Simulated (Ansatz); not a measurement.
Wanted: the native input for an Ansatz 0.2.0 run.

| Quantity | Value |
| --- | --- |
| Task | single point |
| Functional | PBE |
| Potentials or basis | Ansatz PAW |
| Cutoff | 420 eV (not typed: the program's choice for these potentials) |
| k mesh | 8 × 8 × 4 |
| Occupations | gaussian, width 0.02 eV |
| Spin | no spin polarisation |

The system is Ge.

```
Ge
1.0
     3.99759    0.00000    0.00000
    -1.99879    3.46201    0.00000
     0.00000    0.00000    6.59938
Ge
4
Direct
  0.33333 0.66667 0.93710
  0.66667 0.33333 0.43710
  0.33333 0.66667 0.56290
  0.66667 0.33333 0.06290
```

This isn't the form of Ge at room conditions, which is diamond.

These files were run (other wordings do the same):

input.yaml

```yaml
crystal:
  lattice:
    - [3.9975858431, 0.0, 0.0]
    - [-1.9987929216, 3.462010894, 0.0]
    - [0.0, 0.0, 6.59937795]
  atoms:
    - { symbol: Ge, position: [0.3333333333, 0.6666666667, 0.93709875] }
    - { symbol: Ge, position: [0.6666666667, 0.3333333333, 0.43709875] }
    - { symbol: Ge, position: [0.3333333333, 0.6666666667, 0.56290125] }
    - { symbol: Ge, position: [0.6666666667, 0.3333333333, 0.06290125] }
hamiltonian:
  xc: pbe
  pseudopotentials: { kind: paw }
kpoints:
  mp_grid: { grid: [8, 8, 4] }
scf:
  occupations: { method: gaussian, width: 0.02 }
output:
  forces: true
  stress: true
  eigenvalues: true
  write_density: true
  write_potential: true
  elf: true
  volumetric_format: npy
```

Potentials or basis: Ansatz PAW.

Run with:

```sh
$ ansatz run input.yaml --threads 2 --pin off --max-ram 5632MiB --backend cpu --events-out ev --progress --plain --runs-dir out
```

It gave:

| Property | Result |
| --- | --- |
| Pressure | 3.0 GPa |
| Largest force | 0.019 eV/Å |
| Band gap on the k mesh | 0.13 eV, direct |

Run time: 3.1 s on 2 threads of Arm Neoverse V2 (shared host), peak memory 0.38 GiB.
